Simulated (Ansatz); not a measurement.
# Gallium, diamond under BLYP: ground state and equation of state, part 2 of 2

The plan for gallium in the diamond structure: relax it, solve it on a dense k-mesh, then scale the cell to 7 volumes from 88 to 112 % of the relaxed one and try a fit of the equation of state. Spin polarisation is left out. The k-meshes are 9×9×9 for the relaxation; 15×15×15 for the dense run; 10×10×10 for the volumes.

Ansatz 0.2.0; DFT, BLYP, plane waves (420 eV) with PAW, scalar-relativistic. Earlier steps stand in the parts before.

### 5 Equation of state: 92 %

File input.yaml:

```yaml
crystal:
  lattice:
    - [0.0, 2.9397185135, 2.9397185135]
    - [2.9397185135, 0.0, 2.9397185135]
    - [2.9397185135, 2.9397185135, 0.0]
  atoms:
    - { symbol: Ga, position: [0.125, 0.125, 0.125] }
    - { symbol: Ga, position: [0.875, 0.875, 0.875] }
hamiltonian:
  xc: blyp
  pseudopotentials:
    kind: paw
    azcp:
      Ga: "pseudopotentials/Ga.paw.azcp"
basis:
  ecutwfc: 420
  fft_grid_basis: typed
kpoints:
  mp_grid: { grid: [10, 10, 10], shift: [0, 0, 0] }
magnetization:
  spin_polarized: false
scf:
  occupations: { method: fermi_dirac, width: 0.1 }
  lower_state_search: "off"
output:
  stress: true
```

The program printed, cut to the lines that bear on the results:

```text
Warning: RAYON_NUM_THREADS=2 ignored (pool sized by the plan → 2); use --threads N
[...]
Pseudopotentials: kind: paw
Pseudopotential: Ga, paw, valence charge 13, recommended cutoff 420 eV (normal), <dir>
Functional definition: BLYP
[...]
Crystal: 2 atoms, lattice volume = 50.810 Å³
Basis set: ecut = 420 eV, 965 PW (Γ), exchange–correlation on 60×60×60 points (8 copies of the dense FFT grid, shifted against one another)
Bands: 17, of which v1, the nominal top of the filled ones, is band 13 counted from 1 (12 counted from 0)
Symmetry: 48 space group operations
Space group: Fd-3m (ITA 227), of the structure as read, at distance tolerance 3.7e-5 Å
k-points: 47 of 1000
[...]
SCF iter   1: F=—  HF=-7585.458579 eV  |F-HF|=—  |Δ(HF+E_count)|=         —  Δρ=6.03e-3  dr2=2.25e-2  ethr=1.77e-3  ⟨swp⟩=5.1  Hψ=3756  notcnv=0
[...]
SCF iter   6: F=-7585.449470 eV  HF=-7585.449470 eV  |F-HF|=1.84e-9  |Δ(HF+E_count)|=   1.71e-7  Δρ=1.52e-6  dr2=1.06e-9  ethr=3.85e-10  ⟨swp⟩=4.7  Hψ=2820  notcnv=0
[...]
SCF converged after 6 iterations
Free energy (F): -7585.449470 eV
[...]
E sigma→0 (E₀):  -7585.428301 eV
Entropy (-TS):   -0.042338 eV (-21.169 meV/atom)
Fermi energy:    6.119325 eV
[...]
--- Stress (GPa, compression-positive) ---
        2.791007      -0.000000       0.000000
        0.000000       2.791007      -0.000000
        0.000000      -0.000000       2.791007
  P = ⅓ Tr σ = 2.7910 GPa (27.910 kbar)
```

It took 1.3 s on 2 threads of Arm Neoverse V1, shared host; peak memory 0.32 GiB.

### 6 Equation of state: 96 %

input.yaml, as its differences from that of step 5:

```diff
@@ -2,5 +2,5 @@
   lattice:
-    - [0.0, 2.9397185135, 2.9397185135]
-    - [2.9397185135, 0.0, 2.9397185135]
-    - [2.9397185135, 2.9397185135, 0.0]
+    - [0.0, 2.9817201669, 2.9817201669]
+    - [2.9817201669, 0.0, 2.9817201669]
+    - [2.9817201669, 2.9817201669, 0.0]
   atoms:
```

The program printed, cut to the lines that bear on the results:

```text
Warning: RAYON_NUM_THREADS=2 ignored (pool sized by the plan → 2); use --threads N
[...]
Pseudopotentials: kind: paw
Pseudopotential: Ga, paw, valence charge 13, recommended cutoff 420 eV (normal), <dir>
Functional definition: BLYP
[...]
Crystal: 2 atoms, lattice volume = 53.019 Å³
Basis set: ecut = 420 eV, 1037 PW (Γ), exchange–correlation on 60×60×60 points (8 copies of the dense FFT grid, shifted against one another)
Bands: 17, of which v1, the nominal top of the filled ones, is band 13 counted from 1 (12 counted from 0)
Symmetry: 48 space group operations
Space group: Fd-3m (ITA 227), of the structure as read, at distance tolerance 3.8e-5 Å
k-points: 47 of 1000
[...]
SCF iter   1: F=—  HF=-7585.485857 eV  |F-HF|=—  |Δ(HF+E_count)|=         —  Δρ=6.01e-3  dr2=2.15e-2  ethr=1.77e-3  ⟨swp⟩=5.1  Hψ=3734  notcnv=0
[...]
SCF iter   6: F=-7585.477306 eV  HF=-7585.477306 eV  |F-HF|=2.36e-9  |Δ(HF+E_count)|=   1.56e-7  Δρ=1.89e-6  dr2=1.74e-9  ethr=3.85e-10  ⟨swp⟩=4.7  Hψ=2823  notcnv=0
[...]
SCF converged after 6 iterations
Free energy (F): -7585.477306 eV
[...]
E sigma→0 (E₀):  -7585.455272 eV
Entropy (-TS):   -0.044067 eV (-22.034 meV/atom)
Fermi energy:    5.728066 eV
[...]
--- Stress (GPa, compression-positive) ---
        1.307290       0.000000      -0.000000
       -0.000000       1.307290       0.000000
       -0.000000       0.000000       1.307290
  P = ⅓ Tr σ = 1.3073 GPa (13.073 kbar)
```

Wall time 1.5 s (2 threads of Arm Neoverse V1, shared host); peak memory 0.32 GiB.

### 7 Equation of state: 100 %

input.yaml, as its differences from that of step 6:

```diff
@@ -2,5 +2,5 @@
   lattice:
-    - [0.0, 2.9817201669, 2.9817201669]
-    - [2.9817201669, 0.0, 2.9817201669]
-    - [2.9817201669, 2.9817201669, 0.0]
+    - [0.0, 3.0225707249, 3.0225707249]
+    - [3.0225707249, 0.0, 3.0225707249]
+    - [3.0225707249, 3.0225707249, 0.0]
   atoms:
```

The program printed, cut to the lines that bear on the results:

```text
Warning: RAYON_NUM_THREADS=2 ignored (pool sized by the plan → 2); use --threads N
[...]
Pseudopotentials: kind: paw
Pseudopotential: Ga, paw, valence charge 13, recommended cutoff 420 eV (normal), <dir>
Functional definition: BLYP
[...]
Crystal: 2 atoms, lattice volume = 55.228 Å³
Basis set: ecut = 420 eV, 1067 PW (Γ), exchange–correlation on 60×60×60 points (8 copies of the dense FFT grid, shifted against one another)
Bands: 17, of which v1, the nominal top of the filled ones, is band 13 counted from 1 (12 counted from 0)
Symmetry: 48 space group operations
Space group: Fd-3m (ITA 227), of the structure as read, at distance tolerance 3.8e-5 Å
k-points: 47 of 1000
[...]
SCF iter   1: F=—  HF=-7585.494465 eV  |F-HF|=—  |Δ(HF+E_count)|=         —  Δρ=6.02e-3  dr2=1.98e-2  ethr=1.77e-3  ⟨swp⟩=5.1  Hψ=3741  notcnv=0
[...]
SCF iter   6: F=-7585.486878 eV  HF=-7585.486878 eV  |F-HF|=8.18e-10  |Δ(HF+E_count)|=   3.25e-8  Δρ=2.80e-6  dr2=3.93e-9  ethr=3.85e-10  ⟨swp⟩=4.8  Hψ=2922  notcnv=0
[...]
SCF converged after 6 iterations
Free energy (F): -7585.486878 eV
[...]
E sigma→0 (E₀):  -7585.464041 eV
Entropy (-TS):   -0.045674 eV (-22.837 meV/atom)
Fermi energy:    5.370964 eV
[...]
--- Stress (GPa, compression-positive) ---
        0.124257       0.000000      -0.000000
       -0.000000       0.124257       0.000000
       -0.000000       0.000000       0.124257
  P = ⅓ Tr σ = 0.1243 GPa (1.243 kbar)
```

Wall time 2.2 s (2 threads of Arm Neoverse V1, shared host); peak memory 0.32 GiB.

### 8 Equation of state: 104 %

input.yaml, as its differences from that of step 7:

```diff
@@ -2,5 +2,5 @@
   lattice:
-    - [0.0, 3.0225707249, 3.0225707249]
-    - [3.0225707249, 0.0, 3.0225707249]
-    - [3.0225707249, 3.0225707249, 0.0]
+    - [0.0, 3.0623459536, 3.0623459536]
+    - [3.0623459536, 0.0, 3.0623459536]
+    - [3.0623459536, 3.0623459536, 0.0]
   atoms:
```

The program printed, cut to the lines that bear on the results:

```text
Warning: RAYON_NUM_THREADS=2 ignored (pool sized by the plan → 2); use --threads N
[...]
Pseudopotentials: kind: paw
Pseudopotential: Ga, paw, valence charge 13, recommended cutoff 420 eV (normal), <dir>
Functional definition: BLYP
[...]
Crystal: 2 atoms, lattice volume = 57.437 Å³
Basis set: ecut = 420 eV, 1139 PW (Γ), exchange–correlation on 60×60×60 points (8 copies of the dense FFT grid, shifted against one another)
Bands: 17, of which v1, the nominal top of the filled ones, is band 13 counted from 1 (12 counted from 0)
Symmetry: 48 space group operations
Space group: Fd-3m (ITA 227), of the structure as read, at distance tolerance 3.9e-5 Å
k-points: 47 of 1000
[...]
SCF iter   1: F=—  HF=-7585.488678 eV  |F-HF|=—  |Δ(HF+E_count)|=         —  Δρ=6.07e-3  dr2=1.84e-2  ethr=1.77e-3  ⟨swp⟩=5.1  Hψ=3752  notcnv=0
[...]
SCF iter   7: F=-7585.481839 eV  HF=-7585.481839 eV  |F-HF|=2.93e-9  |Δ(HF+E_count)|=   1.19e-7  Δρ=2.04e-6  dr2=1.28e-9  ethr=3.85e-10  ⟨swp⟩=4.0  Hψ=2821  notcnv=0
[...]
SCF converged after 7 iterations
Free energy (F): -7585.481839 eV
[...]
E sigma→0 (E₀):  -7585.457943 eV
Entropy (-TS):   -0.047792 eV (-23.896 meV/atom)
Fermi energy:    5.043351 eV
[...]
--- Stress (GPa, compression-positive) ---
       -0.817388       0.000000      -0.000000
        0.000000      -0.817388       0.000000
       -0.000000      -0.000000      -0.817388
  P = ⅓ Tr σ = -0.8174 GPa (-8.174 kbar)
```

It took 2 s on 2 threads of Arm Neoverse V1, shared host; peak memory 0.32 GiB.

### 9 Equation of state: 108 %

input.yaml, as its differences from that of step 8:

```diff
@@ -2,5 +2,5 @@
   lattice:
-    - [0.0, 3.0623459536, 3.0623459536]
-    - [3.0623459536, 0.0, 3.0623459536]
-    - [3.0623459536, 3.0623459536, 0.0]
+    - [0.0, 3.101113942, 3.101113942]
+    - [3.101113942, 0.0, 3.101113942]
+    - [3.101113942, 3.101113942, 0.0]
   atoms:
```

The program printed, cut to the lines that bear on the results:

```text
Warning: RAYON_NUM_THREADS=2 ignored (pool sized by the plan → 2); use --threads N
[...]
Pseudopotentials: kind: paw
Pseudopotential: Ga, paw, valence charge 13, recommended cutoff 420 eV (normal), <dir>
Functional definition: BLYP
[...]
Crystal: 2 atoms, lattice volume = 59.646 Å³
Basis set: ecut = 420 eV, 1211 PW (Γ), exchange–correlation on 60×60×60 points (8 copies of the dense FFT grid, shifted against one another)
Bands: 17, of which v1, the nominal top of the filled ones, is band 13 counted from 1 (12 counted from 0)
Symmetry: 48 space group operations
Space group: Fd-3m (ITA 227), of the structure as read, at distance tolerance 3.9e-5 Å
k-points: 47 of 1000
[...]
SCF iter   1: F=—  HF=-7585.471709 eV  |F-HF|=—  |Δ(HF+E_count)|=         —  Δρ=6.11e-3  dr2=1.75e-2  ethr=1.77e-3  ⟨swp⟩=5.2  Hψ=3735  notcnv=0
[...]
SCF iter   7: F=-7585.465318 eV  HF=-7585.465318 eV  |F-HF|=1.67e-8  |Δ(HF+E_count)|=   4.69e-7  Δρ=4.22e-6  dr2=6.99e-9  ethr=3.85e-10  ⟨swp⟩=4.6  Hψ=2916  notcnv=0
[...]
SCF converged after 7 iterations
Free energy (F): -7585.465318 eV
[...]
E sigma→0 (E₀):  -7585.440071 eV
Entropy (-TS):   -0.050494 eV (-25.247 meV/atom)
Fermi energy:    4.740458 eV
[...]
--- Stress (GPa, compression-positive) ---
       -1.544270      -0.000000      -0.000000
        0.000000      -1.544270       0.000000
        0.000000       0.000000      -1.544270
  P = ⅓ Tr σ = -1.5443 GPa (-15.443 kbar)
```

Wall time 2 s (2 threads of Arm Neoverse V1, shared host); peak memory 0.33 GiB.

### 10 Equation of state: 112 %

input.yaml, as its differences from that of step 9:

```diff
@@ -2,5 +2,5 @@
   lattice:
-    - [0.0, 3.101113942, 3.101113942]
-    - [3.101113942, 0.0, 3.101113942]
-    - [3.101113942, 3.101113942, 0.0]
+    - [0.0, 3.1389361323, 3.1389361323]
+    - [3.1389361323, 0.0, 3.1389361323]
+    - [3.1389361323, 3.1389361323, 0.0]
   atoms:
@@ -26 +26,5 @@
   stress: true
+  write_density: true
+  write_potential: true
+  elf: true
+  volumetric_format: npy
```

The program printed, cut to the lines that bear on the results:

```text
Warning: RAYON_NUM_THREADS=2 ignored (pool sized by the plan → 2); use --threads N
[...]
Pseudopotentials: kind: paw
Pseudopotential: Ga, paw, valence charge 13, recommended cutoff 420 eV (normal), <dir>
Functional definition: BLYP
[...]
Crystal: 2 atoms, lattice volume = 61.855 Å³
Basis set: ecut = 420 eV, 1243 PW (Γ), exchange–correlation on 60×60×60 points (8 copies of the dense FFT grid, shifted against one another)
Bands: 17, of which v1, the nominal top of the filled ones, is band 13 counted from 1 (12 counted from 0)
Symmetry: 48 space group operations
Space group: Fd-3m (ITA 227), of the structure as read, at distance tolerance 4.0e-5 Å
k-points: 47 of 1000
[...]
SCF iter   1: F=—  HF=-7585.446499 eV  |F-HF|=—  |Δ(HF+E_count)|=         —  Δρ=6.22e-3  dr2=1.74e-2  ethr=1.77e-3  ⟨swp⟩=5.2  Hψ=3738  notcnv=0
[...]
SCF iter   6: F=-7585.440266 eV  HF=-7585.440266 eV  |F-HF|=9.16e-8  |Δ(HF+E_count)|=   2.09e-6  Δρ=1.31e-5  dr2=8.19e-8  ethr=3.85e-10  ⟨swp⟩=6.3  Hψ=5405  notcnv=0
[...]
SCF converged after 6 iterations
Free energy (F): -7585.440266 eV
[...]
E sigma→0 (E₀):  -7585.413390 eV
Entropy (-TS):   -0.053751 eV (-26.876 meV/atom)
Fermi energy:    4.458013 eV
[...]
--- Stress (GPa, compression-positive) ---
       -2.050667      -0.000000      -0.000000
       -0.000000      -2.050667      -0.000000
        0.000000       0.000000      -2.050667
  P = ⅓ Tr σ = -2.0507 GPa (-20.507 kbar)
--- Band table (eV; the first three rows and the last of 47) ---
  k-point 0: bands = ["-10.3569", "-10.3569", "-10.3569", "-10.3277", "-10.3277", "-10.1330", "-10.1330", "-10.1330", "-10.1099", "-10.1099", "-4.0524", "5.6369", "6.6287", "6.6287", "6.6287", "8.6200", "8.6200"]
[...]
```

Wall time 2.8 s (2 threads of Arm Neoverse V1, shared host); peak memory 0.33 GiB.

### 11 Energy and pressure against volume

All volumes keep the relaxed shape and fractional coordinates.

```
V (Å³/atom)  E − E₀ (meV/atom)  P from the stress (GPa)  P from the fit (GPa)
     24.300               42.8                     4.70                  4.61
     25.405               17.8                     2.79                  2.73
     26.509                4.3                     1.31                  1.24
     27.614               -0.1                     0.12                  0.05
     28.719                3.0                    -0.82                 -0.89
     29.823               11.9                    -1.54                 -1.64
     30.928               25.3                    -2.05                 -2.24
```

A third-order Birch-Murnaghan fit gives V₀ = 27.670 Å³/atom, B₀ = 26 GPa and B₀′ = 4.7; it misses no point by more than 0.09 meV/atom.

The fit is made to E(σ → 0), while the stress belongs to the free energy F; that is one source of the offset between the two pressures.

### 12 Results

This closing draws on all 2 parts.

| quantity | value |
| --- | --- |
| space group (spins left aside) | Fd-3m (No. 227) |
| conventional cell | a = 6.045 Å |
| volume | 27.614 Å³/atom |
| shortest distance | 2.618 Å |
| gap on the mesh | none (levels filled in part) |
| relative to alpha-Ga (Cmce) | +128 meV/atom |
| highest ELF outside the cores | 0.54, 1.31 Å from the nearest atom |
| V₀, B₀, B₀′ | 27.670 Å³/atom, 26 GPa, 4.7 |

**Reading.** The relaxation enlarged the cell by 4.4 % in volume. It lies 128 meV/atom above the element's reference form at the same level (alpha-Ga (Cmce), from a run of its own). Levels at the Fermi energy are filled in part, as in a metal. B₀ comes out at 26 GPa. Relaxation kept the symmetry; phonons were not checked.
